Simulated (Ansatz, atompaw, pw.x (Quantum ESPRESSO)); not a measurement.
**From atom to crystal: PAW (atompaw) potential for La (Z = 57)**

- Element: lanthanum (La)
- Generator: atompaw 4.2.0.5
- Type: PAW
- Functional: PBEsol
- Relativity: scalar-relativistic
- Frozen core: [Kr] 4d10
- Valence charge: 11
- Reference configuration: 4f0 5s2 5p6 5d1 6s1 6p1
- Partial waves: 5s (bound); 6s (bound); 5p (bound); 6p (bound); 5d (bound); 5d channel at 0.85 Ry; 4f (bound, empty); 4f channel at 0.45 Ry
- Local potential: troulliermartins scheme with l = 4 at 0 Ry, radius 2.85 bohr
- Core correction: smooth core density matched at 1.80 bohr
- Augmentation charge: besselshape compensation charge, radius 2.85 bohr; PAW radius 3.00 bohr; waves and projectors: bloechl

Atomic tests: cutoffs needed: 18 Ry and 30 Ry (the cutoffs (Ry, on a coarse ladder) from which the occupation-weighted sum of valence levels, in a spherical-Bessel basis at the reference potential, stays within 10 and 1 mRy of its value at 400 Ry); ghost test: no extra level below or beside the all-electron valence levels (s, p, d, f tested) (spherical-Bessel basis up to 400 Ry, 20 bohr box); lowest eigenvalue of the overlap operator: 0.46 (s channel).

Crystal test: fcc La in pw.x 7.5, no spin, 11³ k-points, Fermi–Dirac smearing 0.01 Ry, cutoffs 40/400 Ry. The reference is all-electron LAPW (Ansatz 0.2.0) with the same functional, mesh and smearing; V0 and B0 come from Birch–Murnaghan fits to the pressures at five volumes. Errors are pseudo minus all-electron; Δ is the rms difference of the E(V) curves that follow from these fits, minima aligned, over ±6 % about the mean V0. Mesh and smearing are coarse, so the numbers serve the comparison and aren't converged zero-temperature values; the lattice is a test structure that the element need not adopt.

All-electron: a0 = 5.147 Å (V0 = 34.08 Å³/atom), B0 = 27.2 GPa.

How far does the potential miss the all-electron equation of state?

mean pressure error (GPa): +0.13; a0 (Å): 5.154; a0 error (%): +0.14; B0 error (%): +1.6; Δ (meV/atom): 0.9.

```
V (Å³/atom)  P all-electron (GPa)  P pseudo (GPa)
     31.994                  1.86            2.03
     32.836                  1.06            1.21
     33.678                  0.33            0.45
     34.520                 -0.34           -0.24
     35.362                 -0.96           -0.86
```

At the middle volume, how do free energy and pressure move when the wave cutoff is lowered (ecutrho held at 400 Ry)?

```json
{"cutoff (Ry)": "18", "shift of F (meV/atom)": "+95.9", "shift of P (GPa)": "-0.62"}
{"cutoff (Ry)": "24", "shift of F (meV/atom)": "+29.3", "shift of P (GPa)": "-0.45"}
{"cutoff (Ry)": "32", "shift of F (meV/atom)": "+2.9", "shift of P (GPa)": "-0.06"}
```

The run at the middle volume (56 k-points, 8 iterations) took about 20 s on one core of a shared host (Intel(R) Xeon(R) 6975P-C, 192 threads, 378 GiB, load 40).
